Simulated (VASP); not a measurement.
Given:

```xyz
4
Lattice="1.8082 -3.1320 0.0000 1.8082 3.1320 0.0000 0.0000 0.0000 3.8626" Properties=species:S:1:pos:R:3 pbc="T T T"
Li     1.8082     1.0440     0.0000
Li     1.8082    -1.0440     0.0000
Li     0.0000     0.0000     1.9313
N      0.0000     0.0000     0.0000
```

Computed with LDA (Ceperley-Alder, Perdew-Zunger), VASP's LDA PAW potentials (set 64) (plane waves; VASP). Run with 520 eV cut-off, 7×7×6 Γ-centred mesh, Gaussian smearing of 0.050 eV, potentials Li_sv N.

Give the stress tensor in GPa (positive for a compressed cell).

```
-3.43   0.00   0.00
 0.00  -3.43   0.00
 0.00   0.00  -3.23
```
The pressure is its mean diagonal, -3.36 GPa.

The compound is Li3N in the alpha structure. This cell is one point of a volume scan, at 1.06 of the reference volume.
